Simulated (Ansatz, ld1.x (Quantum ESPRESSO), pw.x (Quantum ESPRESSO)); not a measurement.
# chromium: does the ultrasoft potential hold in the solid?

chromium (Cr), ultrasoft, made with ld1.x (Quantum ESPRESSO) 7.5 (PBEsol, scalar-relativistic). Core [Ar], reference 3d5 4s0.5 4p0 (charge +0.5). Waves: 4s (bound): rcut 2.35, rcutus 3.00 bohr; 4s channel at -0.1 Ry: rcut 2.35, rcutus 3.00 bohr; 4p (bound, empty): rcut 2.20, rcutus 2.80 bohr; 4p channel at 1.4 Ry: rcut 2.20, rcutus 2.80 bohr; 3d (bound): rcut 1.65, rcutus 2.30 bohr; 3d channel at 2.9 Ry: rcut 1.65, rcutus 2.30 bohr. Local part: all-electron potential smoothed inside 1.85 bohr (lloc = -1). Core correction: Bessel-smoothed model core, default radius (core density twice the valence density). Augmentation charge: PSQ, inside the norm-conserving radii.

Crystal test: fcc Cr in pw.x 7.5, no spin, 16³ k-points, Fermi–Dirac smearing 0.01 Ry, cutoffs 40/320 Ry. The reference is all-electron LAPW (Ansatz 0.2.0) with the same functional, mesh and smearing; V0 and B0 come from Birch–Murnaghan fits to the pressures at five volumes. Errors are pseudo minus all-electron; Δ is the rms difference of the E(V) curves that follow from these fits, minima aligned, over ±6 % about the mean V0. Mesh and smearing are coarse, so the numbers serve the comparison and aren't converged zero-temperature values; the lattice is a test structure that the element need not adopt. Spin polarisation and strong correlation are left out, which matters for this element.

```json
{"V (Å³/atom)": "10.944", "P all-electron (GPa)": "13.84", "P pseudo (GPa)": "11.72"}
{"V (Å³/atom)": "11.232", "P all-electron (GPa)": "6.14", "P pseudo (GPa)": "4.06"}
{"V (Å³/atom)": "11.520", "P all-electron (GPa)": "-0.63", "P pseudo (GPa)": "-2.64"}
{"V (Å³/atom)": "11.808", "P all-electron (GPa)": "-6.59", "P pseudo (GPa)": "-8.55"}
{"V (Å³/atom)": "12.096", "P all-electron (GPa)": "-11.83", "P pseudo (GPa)": "-13.73"}
```

All-electron: a0 = 3.582 Å (V0 = 11.49 Å³/atom), B0 = 256.5 GPa.

Pseudopotential: mean pressure error (GPa): -2.01; a0 (Å): 3.573; a0 error (%): -0.26; B0 error (%): +2.4; Δ (meV/atom): 5.1. The largest radius (3.00 bohr) exceeds half the bond length (2.40 bohr), so the spheres overlap, which is one possible source of error among others. Atomic configuration tests: 1 of 7 tests not solved or not reliable. The logarithmic derivative shows an extra or strongly shifted pseudo pole above the reference energy (s near 0.82 Ry).

Task: At the middle volume, how do free energy and pressure move when the wave cutoff is lowered (ecutrho held at 320 Ry)?

Result:

```tsv
cutoff (Ry)	shift of F (meV/atom)	shift of P (GPa)
18	+147.3	-18.39
24	+14.7	-0.48
32	+2.3	-0.36
```

Input at the middle volume:

```
&control
  calculation='scf', prefix='x', pseudo_dir='./', outdir='./tmp', tstress=.true., disk_io='none'
/
&system
  ibrav=0, nat=1, ntyp=1, ecutwfc=40, ecutrho=320, nbnd=10,
  occupations='smearing', smearing='fd', degauss=0.01
/
&electrons
  conv_thr=1e-09, mixing_beta=0.4, electron_maxstep=70
/
ATOMIC_SPECIES
Cr 1.0 Cr.UPF
CELL_PARAMETERS angstrom
  0.00000000 1.79256190 1.79256190
  1.79256190 0.00000000 1.79256190
  1.79256190 1.79256190 0.00000000
ATOMIC_POSITIONS crystal
Cr 0.0000 0.0000 0.0000
K_POINTS automatic
16 16 16 0 0 0
```

```bash
pw.x < Cr.scf.in > Cr.scf.out
```

Lines of the output:

```
Message from routine setup:
     using ibrav=0 with symmetry is DISCOURAGED, use correct ibrav instead
     lattice parameter (alat)  =       4.7906  a.u.
     unit-cell volume          =      77.7408 (a.u.)^3
     number of electrons       =         6.00
     number of Kohn-Sham states=           10
     kinetic-energy cutoff     =      40.0000  Ry
     charge density cutoff     =     320.0000  Ry
     scf convergence threshold =      1.0E-09
     Exchange-correlation= PBESOL
     number of k points=   145  Fermi-Dirac smearing, width (Ry)=  0.0100
     iteration #  1     ecut=    40.00 Ry     beta= 0.40
     total energy              =     -38.41553106 Ry
     estimated scf accuracy    <       1.23207086 Ry
     iteration #  2     ecut=    40.00 Ry     beta= 0.40
     total energy              =     -38.64544966 Ry
     estimated scf accuracy    <       0.00231457 Ry
     iteration #  3     ecut=    40.00 Ry     beta= 0.40
     c_bands:  1 eigenvalues not converged
     c_bands:  1 eigenvalues not converged
     c_bands:  1 eigenvalues not converged
     c_bands:  1 eigenvalues not converged
     c_bands:  4 eigenvalues not converged
     c_bands:  1 eigenvalues not converged
     c_bands:  4 eigenvalues not converged
     c_bands:  1 eigenvalues not converged
     [... 14 repeated lines left out ...]
     total energy              =     -38.65077014 Ry
     estimated scf accuracy    <       0.00172673 Ry
     iteration #  4     ecut=    40.00 Ry     beta= 0.40
     total energy              =     -38.65045960 Ry
     estimated scf accuracy    <       0.00435356 Ry
     iteration #  5     ecut=    40.00 Ry     beta= 0.40
     total energy              =     -38.65131051 Ry
     estimated scf accuracy    <       0.00000044 Ry
     iteration #  6     ecut=    40.00 Ry     beta= 0.40
     total energy              =     -38.65133016 Ry
     estimated scf accuracy    <       0.00000211 Ry
     iteration #  7     ecut=    40.00 Ry     beta= 0.40
     total energy              =     -38.65132878 Ry
     estimated scf accuracy    <       0.00000265 Ry
     iteration #  8     ecut=    40.00 Ry     beta= 0.40
     total energy              =     -38.65132944 Ry
     estimated scf accuracy    <       0.00000010 Ry
     iteration #  9     ecut=    40.00 Ry     beta= 0.40
     total energy              =     -38.65132945 Ry
     estimated scf accuracy    <       0.00000001 Ry
     iteration # 10     ecut=    40.00 Ry     beta= 0.40
     total energy              =     -38.65132945 Ry
     estimated scf accuracy    <          1.3E-09 Ry
     iteration # 11     ecut=    40.00 Ry     beta= 0.40
     the Fermi energy is    12.8117 ev
!    total energy              =     -38.65132945 Ry
     estimated scf accuracy    <          7.7E-10 Ry
     smearing contrib. (-TS)   =      -0.00754025 Ry
     The total energy is F=E-TS. E is the sum of the following terms:
     one-electron contribution =       9.73598525 Ry
     hartree contribution      =       2.13681877 Ry
     xc contribution           =     -26.15387446 Ry
     ewald contribution        =     -24.36271877 Ry
     convergence has been achieved in  11 iterations
          total   stress  (Ry/bohr**3)                   (kbar)     P=      -26.39
     Message from routine punch:
     Nothing written, as per user request (disk_io='none')
```

The run at the middle volume (145 k-points, 11 iterations) took about 8 s on one core of a shared host (Neoverse-V1, 32 threads, 247 GiB, load 33).
